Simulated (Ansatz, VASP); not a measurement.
**Al in VASP and in Ansatz**

The input POSCAR:

```
Al
1.0
    0.0000000000      2.0248050000      2.0248050000
    2.0248050000      0.0000000000      2.0248050000
    2.0248050000      2.0248050000      0.0000000000
Al
1
Direct
    0.0000000000      0.0000000000      0.0000000000
```

File INCAR.step1:

```
PREC     = Accurate       # precision mode
ENCUT    = 600            # plane-wave cutoff, eV
EDIFF    = 1E-5           # SCF threshold, eV
ISMEAR   = -1             # smearing method
SIGMA    = 0.05           # smearing width, eV
LREAL    = F              # projectors in reciprocal space
LASPH    = T              # aspherical terms in the spheres
NELM     = 100            # most SCF steps
ALGO     = Normal         # electronic algorithm
LWAVE    = T              # write WAVECAR
LCHARG   = F              # write CHGCAR
GGA      = PE             # functional
```

INCAR.step2

```
PREC     = Accurate       # precision mode
ENCUT    = 600            # plane-wave cutoff, eV
EDIFF    = 1E-6           # SCF threshold, eV
ISMEAR   = -1             # smearing method
SIGMA    = 0.05           # smearing width, eV
LREAL    = F              # projectors in reciprocal space
LASPH    = T              # aspherical terms in the spheres
NELM     = 100            # most SCF steps
ALGO     = Normal         # electronic algorithm
ISIF     = 3              # what is computed and relaxed
LWAVE    = F              # write WAVECAR
LCHARG   = F              # write CHGCAR
GGA      = B3             # functional
LHFCALC  = T              # exact exchange
AEXX     = 0.2            # exact-exchange fraction
AGGAX    = 0.72         
AGGAC    = 0.81         
ALDAC    = 0.19         
PRECFOCK = Normal       
IBRION   = 2              # ionic algorithm
NSW      = 40             # ionic steps
EDIFFG   = -0.01          # ionic threshold
ISTART   = 1
```

KPOINTS

```
Automatic mesh
0
Gamma
  6 6 6
```

The input input.yaml:

```yaml
crystal:
  lattice:
    - [0.0, 2.024805, 2.024805]
    - [2.024805, 0.0, 2.024805]
    - [2.024805, 2.024805, 0.0]
  atoms:
    - { symbol: Al, position: [0.0, 0.0, 0.0] }
hamiltonian:
  xc: b3lyp
  pseudopotentials: { kind: paw }
kpoints:
  mp_grid: { grid: [6, 6, 6] }
scf:
  occupations: { method: fermi_dirac, width: 0.05 }
output:
  forces: true
  stress: true
relax:
  f_tol: 0.01
  max_steps: 40
  cell: { stress_tol: 0.05 }
```

Alike in both runs: task relaxation of cell and atoms; functional B3LYP; k mesh 6 × 6 × 6; occupations fermi-dirac, width 0.05 eV; no spin polarisation.

|  | VASP | Ansatz |
| --- | --- | --- |
| version | VASP 6.6.1 | Ansatz 0.2.0 |
| potentials or method | VASP PAW PBE potentials, release 64 (Al) | Ansatz PAW |
| plane-wave cutoff (eV) | 600 | 420 |
| valence electrons in the cell | 3 | 3 |

|  | VASP | Ansatz | Ansatz less VASP |
| --- | --- | --- | --- |
| gap on the k mesh at the Fermi level, each at its own relaxed structure (eV) | none | none | - |
| relaxed volume (Å³/atom) | 17.07 | 17.01 | -0.064 |
| relaxed cell length with the largest relative difference (Å) | 2.890 | 2.887 | -0.0036 |
| energy change over the relaxation (meV/atom) | -2 | -2 | +0.4 |

A gap of «none» marks a metal or a gap that the smearing closes.

Caveats: the k mesh is coarse (spacing up to 0.45 Å⁻¹), so the values aren't converged, least of all with exact exchange; the PAW data sets were made with another functional, which shifts forces and pressure a little (VASP); the plane-wave basis is chosen anew once the cell has moved, so the energies of steps on either side of that aren't comparable (Ansatz); the PAW data sets come from PBE, with cores solved anew for the run's functional, which leaves a small shift of forces and pressure (Ansatz). Zero-point motion and thermal expansion aren't in these numbers.
